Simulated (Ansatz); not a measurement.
An input for Ansatz 0.2.0 (BN (P6_3/mmc)):

```yaml
crystal:
  lattice:
    - [2.50399, 0.0, 0.0]
    - [-1.251995, 2.1685189508, 0.0]
    - [0.0, 0.0, 6.6612]
  atoms:
    - { symbol: B, position: [0.3333333333, 0.6666666667, 0.25] }
    - { symbol: B, position: [0.6666666667, 0.3333333333, 0.75] }
    - { symbol: "N", position: [0.3333333333, 0.6666666667, 0.75] }
    - { symbol: "N", position: [0.6666666667, 0.3333333333, 0.25] }
kpoints:
  mp_grid: { grid: [12, 12, 4] }
hamiltonian:
  xc: lda
  pseudopotentials: { kind: paw, source: ansatz }
scf:
  occupations: { method: fixed }
gw:
  n_empty_bands: 324
  ecut_chi: 250
  qp_bands: [v2, c2]
  qp_kpoints: band_edges
  screening: { model: contour_deformation }
```

```sh
ansatz run input.yaml --threads 3 --pin off --max-ram 92160MiB --backend cuda --events-out ev --progress --plain --runs-dir out --devices 1 --max-vram 13GiB
```

Question: How long will it take on 1 × NVIDIA H100 80GB HBM3 (shared by 6 runs) with 3 threads of AMD EPYC 7R13 (Zen 3), shared host, and how much memory?

It took 2.7 min; on shared hardware allow 81 s to 5.4 min. Peak host memory was 2.8 GiB. The sizes that set the cost: 2061 plane waves a state, 57 irreducible k points, 332 bands summed, 335 plane waves in the screening and 7 SCF cycles.

The screening grows as filled bands × empty bands × pairs of k points, times the square of the screening basis for the matrix.

[Paths, hosts, dates, memory and timing lines, banners, echoed tables and standing remarks are left out of the program output.]

[Logs are printed without paths, hosts, clocks, repeated set-up lines and the standing remarks that a program may print on its own settings, such as how far it seeks lower states.]

[Runs of the session that timed out or met a known fault of the program may be left out.]

[Cells called generated may have been cut or substituted from an entry of the Crystallography Open Database or the Materials Project.]

[Hosts, paths, dates, database ids (printed as entryN), source tags and the programs' standing remarks are cut or masked in the printed files.]
